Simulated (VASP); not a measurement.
# MoS2 in VASP: a series of runs, part 2 of 3

VASP 6.6.1. The steps go on from the part before.

## 4. Density of states, PBEsol

The input, POSCAR:

```
MoS2
1.0
    3.1837189491      0.0000000000      0.0000000000
   -1.5918594745      2.7571814884      0.0000000000
    0.0000000000      0.0000000000     34.4792384800
Mo S
4 8
Direct
    0.3333333333      0.6666666667      0.0935556300
    0.3333333333      0.6666666667      0.7209030300
    0.6666666667      0.3333333333      0.2790969700
    0.6666666667      0.3333333333      0.9064443700
    0.6666666667      0.3333333333      0.0485463000
    0.6666666667      0.3333333333      0.6759117500
    0.3333333333      0.6666666667      0.2340896600
    0.3333333333      0.6666666667      0.8614313100
    0.6666666667      0.3333333333      0.1385686900
    0.6666666667      0.3333333333      0.7659103400
    0.3333333333      0.6666666667      0.3240882500
    0.3333333333      0.6666666667      0.9514537000
```

The input, INCAR.step1:

```
ALGO = Normal ; EDIFF = 1E-6
ENCUT = 520 ; GGA = PS
ISIF = 2 ; ISMEAR = 0
LASPH = True ; LCHARG = True
LMAXMIX = 4 ; LREAL = False
LWAVE = False ; NELM = 100
PREC = Accurate ; SIGMA = 0.02
```

The input, KPOINTS.step1:

```
k-points
0
Gamma
  7 7 1
```

The input, INCAR.step2:

```
ALGO = Normal ; EDIFF = 1E-6
ENCUT = 520 ; GGA = PS
ICHARG = 11 ; ISIF = 2
ISMEAR = -5 ; LASPH = True
LCHARG = False ; LMAXMIX = 4
LORBIT = 10 ; LREAL = False
LWAVE = False ; NEDOS = 2001
NELM = 100 ; PREC = Accurate
SIGMA = 0.02
```

The input, KPOINTS.step2:

```
k-points
0
Gamma
  11 11 1
```

Potentials or basis: VASP PAW PBE potentials, release 64 (Mo_sv, S).

Started as:

```
$ cat potpaw_PBE.64/Mo_sv/POTCAR potpaw_PBE.64/S/POTCAR > POTCAR
$ cp INCAR.step1 INCAR
$ cp KPOINTS.step1 KPOINTS
$ mpirun -np 1 vasp_std > vasp.out
$ cp INCAR.step2 INCAR
$ cp KPOINTS.step2 KPOINTS
$ mpirun -np 1 vasp_std > vasp.out
```

OUTCAR:

```text
EDIFF = 1E-6
   ENCUT = 520
   GGA = PS
   ICHARG = 11
   ISIF = 2
   ISMEAR = -5
   LASPH = True
   LORBIT = 10
   LREAL = False
   NELM = 100
   PREC = Accurate

 ion  position               nearest neighbor table
   1  0.333  0.667  0.094-   5 2.41   5 2.41   5 2.41   9 2.41   9 2.41   9 2.41
   2  0.333  0.667  0.721-   6 2.41   6 2.41   6 2.41  10 2.41  10 2.41  10 2.41
   3  0.667  0.333  0.279-  11 2.41  11 2.41  11 2.41   7 2.41   7 2.41   7 2.41
   4  0.667  0.333  0.906-  12 2.41  12 2.41  12 2.41   8 2.41   8 2.41   8 2.41
   5  0.667  0.333  0.049-   1 2.41   1 2.41   1 2.41
   6  0.667  0.333  0.676-   2 2.41   2 2.41   2 2.41
   7  0.333  0.667  0.234-   3 2.41   3 2.41   3 2.41
   8  0.333  0.667  0.861-   4 2.41   4 2.41   4 2.41
   9  0.667  0.333  0.139-   1 2.41   1 2.41   1 2.41
  10  0.667  0.333  0.766-   2 2.41   2 2.41   2 2.41
  11  0.333  0.667  0.324-   3 2.41   3 2.41   3 2.41
  12  0.333  0.667  0.951-   4 2.41   4 2.41   4 2.41

  LATTYP: Found a hexagonal cell.
 ALAT       =     3.1837189491
 C/A-ratio  =    10.8298625071

[... 1247 lines left out ...]
  Total       -5.5409953     -5.5409953     -1.9659662     -0.0000000      0.0000000      0.0000000
  in kB      -29.3319290    -29.3319290    -10.4070801     -0.0000000      0.0000000      0.0000000
  external PRESSURE =     -23.0236460 kB  Pullay stress =       0.0000000 kB

 VOLUME and BASIS-vectors are now :
 -----------------------------------------------------------------------------
  energy-cutoff  :      520.00
  volume of cell :      302.66
      direct lattice vectors                 reciprocal lattice vectors
     3.183718949  0.000000000  0.000000000     0.314098077  0.181344609  0.000000000
    -1.591859475  2.757181488  0.000000000     0.000000000  0.362689219  0.000000000
     0.000000000  0.000000000 34.479238480     0.000000000  0.000000000  0.029002961

 POSITION                                       TOTAL-FORCE (eV/Angst)
 -----------------------------------------------------------------------------------
     -0.00000      1.83812      3.22573        -0.000000      0.000000     -0.000440
     -0.00000      1.83812     24.85619         0.000000      0.000000     -0.006442
      1.59186      0.91906      9.62305        -0.000000      0.000000      0.006442
      1.59186      0.91906     31.25351         0.000000     -0.000000      0.000440
      1.59186      0.91906      1.67384        -0.000000      0.000000      0.123267
      1.59186      0.91906     23.30492         0.000000      0.000000      0.144889
     -0.00000      1.83812      8.07123        -0.000000      0.000000      0.121311
     -0.00000      1.83812     29.70150         0.000000      0.000000      0.127733
      1.59186      0.91906      4.77774        -0.000000      0.000000     -0.127733
      1.59186      0.91906     26.40801         0.000000      0.000000     -0.121311
     -0.00000      1.83812     11.17432        -0.000000     -0.000000     -0.144889
     -0.00000      1.83812     32.80540         0.000000     -0.000000     -0.123267
 -----------------------------------------------------------------------------------
    total drift:                               -0.000000      0.000000      0.000000

  FREE ENERGIE OF THE ION-ELECTRON SYSTEM (eV)
  ---------------------------------------------------
  free  energy   TOTEN  =       -93.7108435212 eV

  energy  without entropy=      -93.7108435212  energy(sigma->0) =      -93.71084352

 total charge

# of ion       s       p       d       tot
------------------------------------------
    1        2.294   6.220   3.955  12.468
    2        2.294   6.220   3.956  12.469
    3        2.294   6.220   3.956  12.469
    4        2.294   6.220   3.955  12.468
    5        1.357   2.318   0.000   3.675
    6        1.356   2.322   0.000   3.678
    7        1.357   2.318   0.000   3.675
    8        1.357   2.318   0.000   3.675
    9        1.357   2.318   0.000   3.675
   10        1.357   2.318   0.000   3.675
   11        1.356   2.322   0.000   3.678
   12        1.357   2.318   0.000   3.675
--------------------------------------------------
tot         20.029  43.431  15.821  79.281
```

OUTCAR.step1:

```text
EDIFF = 1E-6
   ENCUT = 520
   GGA = PS
   ISIF = 2
[... 765 lines left out ...]
      1.59186      0.91906      4.77774         0.000000     -0.000000     -0.127841
      1.59186      0.91906     26.40801         0.000000     -0.000000     -0.121598
     -0.00000      1.83812     11.17432         0.000000      0.000000     -0.145113
     -0.00000      1.83812     32.80540        -0.000000     -0.000000     -0.124216
 -----------------------------------------------------------------------------------
    total drift:                                0.000000      0.000000      0.000000

  FREE ENERGIE OF THE ION-ELECTRON SYSTEM (eV)
  ---------------------------------------------------
  free  energy   TOTEN  =       -93.7123428995 eV

  energy  without entropy=      -93.7123428995  energy(sigma->0) =      -93.71234290
```

OSZICAR.step1:

```text
N       E                     dE             d eps       ncg     rms          rms(c)
DAV:   1     0.948847325371E+03    0.94885E+03   -0.57425E+04  1144   0.152E+03
DAV:   2    -0.311602409817E+02   -0.98001E+03   -0.95762E+03  1182   0.383E+02
DAV:   3    -0.969408031151E+02   -0.65781E+02   -0.64817E+02  1248   0.870E+01
[... 16 lines left out ...]
DAV:  20    -0.937123126372E+02   -0.22855E-04   -0.84310E-07   756   0.316E-03    0.206E-03
DAV:  21    -0.937123363533E+02   -0.23716E-04   -0.52358E-07   776   0.191E-03    0.206E-03
DAV:  22    -0.937123403867E+02   -0.40334E-05   -0.85521E-08   712   0.819E-04    0.145E-03
DAV:  23    -0.937123423332E+02   -0.19464E-05   -0.59495E-08   712   0.558E-04    0.558E-04
DAV:  24    -0.937123428995E+02   -0.56632E-06   -0.22968E-08   704   0.362E-04
   1 F= -.93712343E+02 E0= -.93712343E+02  d E =-.536485E-11
```

Wall time 7.3 min (1 thread of Intel Xeon Platinum 8488C (Sapphire Rapids), shared host); peak memory 0.47 GiB.

Results:

```
Valence electrons inside the program's atomic spheres : Mo 12.47; S 3.67, 3.68
```

Levels at points of the mesh, in eV from the valence-band top:
| k point | band 50 | band 51 | band 52 | band 53 | band 54 | band 55 |
| --- | --- | --- | --- | --- | --- | --- |
| (0.00, 0.00, 0.00) | -0.45 | -0.16 | 0.00 | 2.24 | 2.24 | 2.25 |

States per cell in windows of 1 eV (zero at the valence-band top; states under -8 eV left out):
| from (eV) | total | Mo2_d | Mo3_d | Mo1_d | Mo4_d | S6_p | S11_p |
| --- | --- | --- | --- | --- | --- | --- | --- |
| -8.0 | 0.00 | 0.00 | 0.00 | 0.00 | 0.00 | 0.00 | 0.00 |
| -7.0 | 2.10 | 0.07 | 0.07 | 0.08 | 0.08 | 0.07 | 0.07 |
| -6.0 | 9.83 | 0.54 | 0.54 | 0.53 | 0.53 | 0.39 | 0.39 |
| -5.0 | 9.43 | 0.48 | 0.48 | 0.48 | 0.48 | 0.38 | 0.38 |
| -4.0 | 11.56 | 0.90 | 0.90 | 0.87 | 0.87 | 0.51 | 0.51 |
| -3.0 | 11.08 | 0.66 | 0.66 | 0.69 | 0.69 | 0.53 | 0.53 |
| -2.0 | 10.29 | 0.81 | 0.81 | 0.82 | 0.82 | 0.43 | 0.43 |
| -1.0 | 2.84 | 0.39 | 0.39 | 0.40 | 0.40 | 0.05 | 0.05 |
| 0.0 | 0.00 | 0.00 | 0.00 | 0.00 | 0.00 | 0.00 | 0.00 |
| 1.0 | 9.15 | 1.42 | 1.42 | 1.38 | 1.38 | 0.18 | 0.18 |
| 2.0 | 10.80 | 1.54 | 1.54 | 1.49 | 1.49 | 0.23 | 0.23 |
| 3.0 | 0.59 | 0.07 | 0.07 | 0.06 | 0.06 | 0.01 | 0.01 |
| 4.0 | 0.00 | 0.00 | 0.00 | 0.00 | 0.00 | 0.00 | 0.00 |
| 5.0 | 0.00 | 0.00 | 0.00 | 0.00 | 0.00 | 0.00 | 0.00 |

Caveat: the PAW data sets were made with another functional, which shifts forces and pressure a little.

## 5. Electric field gradients, PBEsol

The input, INCAR:

```
SYSTEM = MoS2
ALGO = Fast ; EDIFF = 1E-8
ENCUT = 520 ; GGA = PS
ISIF = 2 ; ISMEAR = 0
LASPH = .TRUE. ; LCHARG = .FALSE.
LEFG = .TRUE. ; LREAL = .FALSE.
LWAVE = .FALSE. ; NELM = 60
PREC = Accurate ; SIGMA = 0.02
```

The input, KPOINTS:

```
k-points
0
G
  7 7 1
  0 0 0
```

POSCAR is that of step 4.

Potentials or basis: VASP PAW PBE potentials, release 64 (Mo_sv, S).

Started as:

```
$ cat potpaw_PBE.64/Mo_sv/POTCAR potpaw_PBE.64/S/POTCAR > POTCAR
$ mpirun -np 1 vasp_std > vasp.out
```

OUTCAR:

```text
SYSTEM = MoS2
   EDIFF = 1E-8
   ENCUT = 520
   GGA = PS
   ISIF = 2
   ISMEAR = 0
   LASPH = .TRUE.
   LREAL = .FALSE.
   NELM = 60
   PREC = Accurate

 ion  position               nearest neighbor table
   1  0.333  0.667  0.094-   5 2.41   5 2.41   5 2.41   9 2.41   9 2.41   9 2.41
   2  0.333  0.667  0.721-   6 2.41   6 2.41   6 2.41  10 2.41  10 2.41  10 2.41
   3  0.667  0.333  0.279-  11 2.41  11 2.41  11 2.41   7 2.41   7 2.41   7 2.41
   4  0.667  0.333  0.906-  12 2.41  12 2.41  12 2.41   8 2.41   8 2.41   8 2.41
   5  0.667  0.333  0.049-   1 2.41   1 2.41   1 2.41
   6  0.667  0.333  0.676-   2 2.41   2 2.41   2 2.41
   7  0.333  0.667  0.234-   3 2.41   3 2.41   3 2.41
   8  0.333  0.667  0.861-   4 2.41   4 2.41   4 2.41
   9  0.667  0.333  0.139-   1 2.41   1 2.41   1 2.41
  10  0.667  0.333  0.766-   2 2.41   2 2.41   2 2.41
  11  0.333  0.667  0.324-   3 2.41   3 2.41   3 2.41
  12  0.333  0.667  0.951-   4 2.41   4 2.41   4 2.41
[... 783 lines left out ...]
   1      41.172    41.170   -82.342       0.000
   2      41.253    41.251   -82.503       0.000
   3      41.253    41.251   -82.503       0.000
   4      41.172    41.170   -82.342       0.000
   5      28.006    28.005   -56.011       0.000
   6      29.482    29.481   -58.963       0.000
   7      27.884    27.883   -55.767       0.000
   8      27.845    27.844   -55.689       0.000
   9      27.845    27.844   -55.689       0.000
  10      27.884    27.883   -55.767       0.000
  11      29.482    29.481   -58.963       0.000
  12      28.006    28.005   -56.011       0.000
----------------------------------------------------------------------

           NMR quadrupolar parameters

 Cq : quadrupolar parameter    Cq=e*Q*V_zz/h
 eta: asymmetry parameters     (V_yy - V_xx)/ V_zz
 Q  : nuclear electric quadrupole moment in mb (millibarn)
----------------------------------------------------------------------
 ion       Cq(MHz)       eta       Q (mb)
----------------------------------------------------------------------
   1      -0.199       0.000       1.000
   2      -0.199       0.000       1.000
   3      -0.199       0.000       1.000
   4      -0.199       0.000       1.000
   5      -0.135       0.000       1.000
   6      -0.143       0.000       1.000
   7      -0.135       0.000       1.000
   8      -0.135       0.000       1.000
   9      -0.135       0.000       1.000
  10      -0.135       0.000       1.000
  11      -0.143       0.000       1.000
  12      -0.135       0.000       1.000
----------------------------------------------------------------------
```

stdout:

```text
POSCAR found type information on POSCAR MoS
 POSCAR found :  2 types and      12 ions
 scaLAPACK will be used
 -----------------------------------------------------------------------------
|                                                                             |
|                                                                             |
|     You enforced a specific xc type in the INCAR file but a different       |
|     I HOPE YOU KNOW WHAT YOU ARE DOING!                                     |
|                                                                             |
 -----------------------------------------------------------------------------

 LDA part: xc-table for (Slater+PW92), standard interpolation
 POSCAR, INCAR and KPOINTS ok, starting setup
 FFT: planning ... GRIDC
 FFT: planning ... GRID_SOFT
 FFT: planning ... GRID
 WAVECAR not read
 entering main loop
ion   1

ion   2

ion   3

ion   4

ion   5

ion   6

ion   7

ion   8

ion   9

ion  10

ion  11

ion  12
```

Run time: 4.7 min. Hardware: 1 thread of Intel Xeon Platinum 8488C (Sapphire Rapids), shared host; peak memory 0.43 GiB.

Results:

```yaml
Free_energy: -93.7123 eV
Largest_force: 0.145 eV/Å
Band_gap_on_the_k_mesh: 1.27 eV, indirect (least direct gap 2.09 eV)
```

Forces in eV/Å, atoms in the order of the input:
```
Mo   0.000  0.000  0.000
Mo   0.000  0.000 -0.006
Mo   0.000  0.000  0.006
Mo   0.000  0.000  0.000
S    0.000  0.000  0.124
S    0.000  0.000  0.145
S    0.000  0.000  0.122
S    0.000  0.000  0.128
S    0.000  0.000 -0.128
S    0.000  0.000 -0.122
S    0.000  0.000 -0.145
S    0.000  0.000 -0.124
```

Electric field gradients, principal values (V/Å²):
```tsv
atom	Vxx	Vyy	Vzz
1 Mo	41.170	41.172	-82.342
2 Mo	41.251	41.253	-82.503
3 Mo	41.251	41.253	-82.503
4 Mo	41.170	41.172	-82.342
5 S	28.005	28.006	-56.011
6 S	29.481	29.482	-58.963
7 S	27.883	27.884	-55.767
8 S	27.844	27.845	-55.689
9 S	27.844	27.845	-55.689
10 S	27.883	27.884	-55.767
11 S	29.481	29.482	-58.963
12 S	28.005	28.006	-56.011
```

Caveat: the PAW data sets were made with another functional, which shifts forces and pressure a little. As with any semilocal functional, this PBEsol gap is likely too small.

(Part 2 of 3 ends here.)
